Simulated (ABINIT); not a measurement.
# TiCo (Pm-3m) in ABINIT: notebook, part 2 of 2

ABINIT 10.8.3 (patched build). The steps go on from the part before.

## 3. Band structure, LDA-PZ, collinear spin, ferromagnetic start

File run.abi:

```
# Datasets: ground state, then fixed potential
ndtset 2

# Pseudopotentials
pp_dirpath "./"
pseudos "Co.LDA_PW-JTH.xml, Ti.LDA_PW-JTH.xml"

# Structure
acell 3*1.0 Angstrom
rprim
     2.9861109900     0.0000000000     0.0000000000
     0.0000000000     2.9861109900     0.0000000000
     0.0000000000     0.0000000000     2.9861109900
ntypat 2
znucl 27 22
natom 2
typat 1 2
xred
     0.5000000000     0.5000000000     0.5000000000
     0.0000000000     0.0000000000     0.0000000000

# Plane-wave basis
ecut 544.227725 eV
pawecutdg 40.0

# Exchange and correlation
ixc -1009

# Bands and occupations
occopt 3
tsmear 0.00183747

# Spin
nsppol 2
spinat
     0.0000000000     0.0000000000     2.0000000000
     0.0000000000     0.0000000000     1.0000000000

# SCF cycle
nstep 100

# Output
iomode 3
prtwf 0
prteig 0
prtebands 0
prtden1 1

# Dataset 1
kptopt1 1
ngkpt1 9 9 9
nshiftk1 1
shiftk1 0.0 0.0 0.0
nband1 20
tolvrs1 1.0e-9

# Dataset 2: bands along G-X-M-G-R-X
iscf2 -2
getden2 1
nband2 24
nbdbuf2 2
tolwfr2 1.0e-12
kptopt2 -5
ndivsm2 8
prteig2 1
kptbounds2
     0.0000000000     0.0000000000     0.0000000000
     0.0000000000     0.5000000000     0.0000000000
     0.5000000000     0.5000000000     0.0000000000
     0.0000000000     0.0000000000     0.0000000000
     0.5000000000     0.5000000000     0.5000000000
     0.0000000000     0.5000000000     0.0000000000
```

Potentials or basis: JTH PAW LDA v2.0.

Run with:

```console
$ abinit run.abi > log 2>&1
```

run.abo:

```text
.Version 10.8.3 of ABINIT
 DATASET    1 : space group Pm -3 m (#221); Bravais cP (primitive cubic)
================================================================================
 Values of the parameters that define the memory need for DATASET  1.
     intxc =       0    ionmov =       0      iscf =      17    lmnmax =      18
     lnmax =       6     mgfft =      24  mpssoang =       3    mqgrid =    3001
     natom =       2  nloc_mem =       2    nspden =       2   nspinor =       1
    nsppol =       2      nsym =      48    n1xccc =       1    ntypat =       2
    occopt =       3   xclevel =       1
       mpw =         784          nfft =       13824          nkpt =          35
 PAW method is used; the additional fine FFT grid is defined by:
   mgfftf=        36    nfftf =     46656
================================================================================
================================================================================

 DATASET    2 : space group Pm -3 m (#221); Bravais cP (primitive cubic)
================================================================================
 Values of the parameters that define the memory need for DATASET  2.
     intxc =       0    ionmov =       0      iscf =      -2    lmnmax =      18
     lnmax =       6     mgfft =      24  mpssoang =       3    mqgrid =    3001
     natom =       2  nloc_mem =       2    nspden =       2   nspinor =       1
    nsppol =       2      nsym =      48    n1xccc =       1    ntypat =       2
    occopt =       3   xclevel =       1
       mpw =         787          nfft =       13824          nkpt =          53
 PAW method is used; the additional fine FFT grid is defined by:
   mgfftf=        36    nfftf =     46656
================================================================================
================================================================================

--------------------------------------------------------------------------------
------------- Echo of variables that govern the present computation ------------
--------------------------------------------------------------------------------
 -outvars: echo values of preprocessed input variables --------
            acell      1.8897261259E+00  1.8897261259E+00  1.8897261259E+00 Bohr
              amu      5.89332000E+01  4.78800000E+01
             ecut      2.00000000E+01 Hartree
           getden1          0
           getden2          1
             iscf1         17
             iscf2         -2
                       outvar_i_n : Printing only first  50 k-points.
              ixc       -1009
           jdtset        1    2
                       outvar_i_n : Printing only first  50 k-points.
           kptopt1          1
           kptopt2         -5
         kptrlatt        9    0    0      0    9    0      0    0    9
[... 1234 lines left out ...]
    2      0.00000000000000     0.00000000000000     0.00000000000000
 length scales=  1.889726125908  1.889726125908  1.889726125908 bohr
              =  1.000000000000  1.000000000000  1.000000000000 angstroms
 Eigenvalues (hartree) for nkpt=  53  k points, SPIN UP:
 kpt#   1, nband= 24, wtk=  1.00000, kpt=  0.0000  0.0000  0.0000 (reduced coord)
  -3.07161   -1.73698   -1.73698   -1.73698   -1.67755   -0.81069   -0.81069   -0.81069
   0.11893    0.25655    0.25655    0.34120    0.34120    0.34120    0.42413    0.42413
   0.50006    0.50006    0.50006    0.72805    0.72805    0.72805    0.96911    0.96911
 kpt#   2, nband= 24, wtk=  1.00000, kpt=  0.0000  0.0625  0.0000 (reduced coord)
  -3.07161   -1.73703   -1.73698   -1.73698   -1.67748   -0.81113   -0.81066   -0.81066
   0.12180    0.25778    0.25788    0.34100    0.34100    0.34170    0.42273    0.42469
   0.49604    0.49604    0.49943    0.71388    0.73488    0.73488    0.96771    0.97830
 kpt#   3, nband= 24, wtk=  1.00000, kpt=  0.0000  0.1250  0.0000 (reduced coord)
  -3.07161   -1.73720   -1.73698   -1.73698   -1.67729   -0.81239   -0.81057   -0.81057
   0.13030    0.26140    0.26159    0.34044    0.34044    0.34314    0.41862    0.42611
   0.48547    0.48547    0.49763    0.67979    0.75388    0.75388    0.96354    0.99477
 kpt#   4, nband= 24, wtk=  1.00000, kpt=  0.0000  0.1875  0.0000 (reduced coord)
  -3.07160   -1.73743   -1.73697   -1.73697   -1.67701   -0.81426   -0.81044   -0.81044
   0.14406    0.26695    0.26723    0.33970    0.33970    0.34538    0.41203    0.42741
   0.47144    0.47144    0.49487    0.63902    0.78202    0.78202    0.95696    1.00523
 kpt#   5, nband= 24, wtk=  1.00000, kpt=  0.0000  0.2500  0.0000 (reduced coord)
[... 180 lines left out ...]
  -3.07154   -1.73817   -1.73708   -1.73706   -1.67559   -0.82148   -0.81152   -0.81151
   0.25580    0.27365    0.30269    0.32151    0.33549    0.34069    0.38680    0.40301
   0.42051    0.47239    0.48522    0.54387    0.84764    0.86850    0.90973    0.92281
 kpt#  51, nband= 24, wtk=  1.00000, kpt=  0.0909  0.5000  0.0909 (reduced coord)
  -3.07155   -1.73825   -1.73699   -1.73698   -1.67571   -0.82181   -0.81063   -0.81063
   0.25190    0.26847    0.30311    0.32806    0.33897    0.34434    0.38844    0.38930
   0.42263    0.44967    0.48394    0.54204    0.87561    0.90869    0.94308    0.95666
 kpt#  52, nband= 24, wtk=  1.00000, kpt=  0.0455  0.5000  0.0455 (reduced coord)
  -3.07156   -1.73833   -1.73696   -1.73696   -1.67579   -0.82202   -0.81007   -0.81007
   0.24955    0.26475    0.30356    0.33469    0.33822    0.35242    0.37685    0.39214
   0.42366    0.43176    0.48257    0.54182    0.90607    0.94905    0.97866    0.98558
 kpt#  53, nband= 24, wtk=  1.00000, kpt=  0.0000  0.5000  0.0000 (reduced coord)
  -3.07156   -1.73837   -1.73697   -1.73697   -1.67581   -0.82210   -0.80988   -0.80988
   0.24877    0.26340    0.30373    0.33801    0.33801    0.35594    0.37183    0.39408
   0.42395    0.42395    0.48198    0.54190    0.92628    0.97749    0.97749    0.99927
 Eigenvalues (hartree) for nkpt=  53  k points, SPIN DOWN:
 kpt#   1, nband= 24, wtk=  1.00000, kpt=  0.0000  0.0000  0.0000 (reduced coord)
  -3.05235   -1.71834   -1.71834   -1.71834   -1.67777   -0.81094   -0.81094   -0.81094
   0.12002    0.26636    0.26636    0.35240    0.35240    0.35240    0.43276    0.43276
   0.50197    0.50197    0.50197    0.72964    0.72964    0.72964    0.97339    0.97339
 kpt#   2, nband= 24, wtk=  1.00000, kpt=  0.0000  0.0625  0.0000 (reduced coord)
  -3.05235   -1.71839   -1.71833   -1.71833   -1.67770   -0.81138   -0.81091   -0.81091
   0.12289    0.26767    0.26770    0.35221    0.35221    0.35295    0.43123    0.43336
   0.49788    0.49788    0.50128    0.71560    0.73652    0.73652    0.97207    0.98237
 kpt#   3, nband= 24, wtk=  1.00000, kpt=  0.0000  0.1250  0.0000 (reduced coord)
  -3.05235   -1.71860   -1.71833   -1.71833   -1.67748   -0.81264   -0.81082   -0.81082
   0.13139    0.27145    0.27157    0.35169    0.35169    0.35454    0.42669    0.43491
   0.48713    0.48713    0.49931    0.68170    0.75566    0.75566    0.96816    0.99838
 kpt#   4, nband= 24, wtk=  1.00000, kpt=  0.0000  0.1875  0.0000 (reduced coord)
  -3.05234   -1.71887   -1.71832   -1.71832   -1.67716   -0.81452   -0.81069   -0.81069
   0.14517    0.27676    0.27791    0.35103    0.35103    0.35702    0.41936    0.43661
   0.47285    0.47285    0.49628    0.64095    0.78397    0.78397    0.96195    1.00833
 kpt#   5, nband= 24, wtk=  1.00000, kpt=  0.0000  0.2500  0.0000 (reduced coord)
[... 181 lines left out ...]
   0.26064    0.27623    0.31825    0.33051    0.34625    0.34875    0.40420    0.40531
   0.42377    0.47565    0.48681    0.54379    0.85205    0.87100    0.91174    0.92426
 kpt#  51, nband= 24, wtk=  1.00000, kpt=  0.0909  0.5000  0.0909 (reduced coord)
  -3.05229   -1.71983   -1.71834   -1.71834   -1.67574   -0.82207   -0.81088   -0.81088
   0.25705    0.26968    0.31988    0.33751    0.34927    0.35560    0.39031    0.40629
   0.42421    0.45257    0.48471    0.54178    0.88051    0.91105    0.94517    0.95825
 kpt#  52, nband= 24, wtk=  1.00000, kpt=  0.0455  0.5000  0.0455 (reduced coord)
  -3.05230   -1.71993   -1.71832   -1.71831   -1.67579   -0.82228   -0.81032   -0.81032
   0.25488    0.26519    0.32114    0.34538    0.34991    0.36472    0.37748    0.40899
   0.42412    0.43360    0.48269    0.54150    0.91156    0.95140    0.98084    0.98752
 kpt#  53, nband= 24, wtk=  1.00000, kpt=  0.0000  0.5000  0.0000 (reduced coord)
  -3.05230   -1.71998   -1.71832   -1.71832   -1.67580   -0.82236   -0.81013   -0.81013
   0.25416    0.26359    0.32161    0.35019    0.35019    0.36899    0.37099    0.41188
   0.42402    0.42402    0.48186    0.54157    0.93270    0.98016    0.98016    1.00158

== END DATASET(S) ==============================================================
================================================================================

 -outvars: echo values of variables after computation  --------
            acell      1.8897261259E+00  1.8897261259E+00  1.8897261259E+00 Bohr
           etotal1    -2.0528669888E+02
            fcart1    -0.0000000000E+00 -0.0000000000E+00 -0.0000000000E+00
                      -0.0000000000E+00 -0.0000000000E+00 -0.0000000000E+00
            rprim      2.9861109900E+00  0.0000000000E+00  0.0000000000E+00
                       0.0000000000E+00  2.9861109900E+00  0.0000000000E+00
                       0.0000000000E+00  0.0000000000E+00  2.9861109900E+00
           strten1     5.4387101045E-04  5.4387101045E-04  5.4387101045E-04
                       0.0000000000E+00  0.0000000000E+00  0.0000000000E+00
           xangst      1.4930554950E+00  1.4930554950E+00  1.4930554950E+00
                       0.0000000000E+00  0.0000000000E+00  0.0000000000E+00
             xred      5.0000000000E-01  5.0000000000E-01  5.0000000000E-01
                       0.0000000000E+00  0.0000000000E+00  0.0000000000E+00
 Calculation completed.
```

Run time: 3.1 min. Hardware: 1 thread of AMD EPYC, shared host; peak memory 0.12 GiB.

What came out:

```yaml
Free_energy: -5586.1357 eV
Band_gap_on_the_k_mesh: none (metal or under the smearing width)
Net_moment: 0.45 μB per cell
Site_moments: Co +0.48; Ti -0.01 μB
Valence_electrons_inside_the_program's_atomic_spheres: Co 15.60; Ti 10.21
```

Levels at the corners of the path, in eV from the Fermi level:
Spin up:
```csv
point,band 11,band 12,band 13,band 14,band 15,band 16,band 17,band 18
Γ,-3.92,-1.62,-1.62,-1.62,0.64,0.64,2.70,2.70
X,-2.64,-1.71,-1.71,-1.22,-0.79,-0.18,0.63,0.63
M,-2.54,-2.54,-0.94,-0.41,0.69,0.69,1.16,2.53
Γ,-3.92,-1.62,-1.62,-1.62,0.64,0.64,2.70,2.70
R,-2.55,-2.10,-2.10,-2.10,-0.91,-0.91,3.13,3.13
X,-2.64,-1.71,-1.71,-1.22,-0.79,-0.18,0.63,0.63
```
Spin down:
```
point  band 10  band 11  band 12  band 13  band 14  band 15  band 16  band 17  band 18  band 19
    Γ    -3.66    -3.66    -1.31    -1.31    -1.31     0.87     0.87     2.76     2.76     2.76
    X    -3.73    -2.15    -1.37    -1.37    -0.86    -0.81     0.30     0.63     0.63     2.21
    M    -3.67    -2.29    -2.29    -0.35     0.02     0.71     0.71     1.28     2.64     2.64
    Γ    -3.66    -3.66    -1.31    -1.31    -1.31     0.87     0.87     2.76     2.76     2.76
    R    -2.28    -2.28    -2.09    -2.09    -2.09    -0.32    -0.32     3.11     3.11     6.99
    X    -3.73    -2.15    -1.37    -1.37    -0.86    -0.81     0.30     0.63     0.63     2.21
```

Caveat: small starting moments can end in a higher magnetic state in this program.
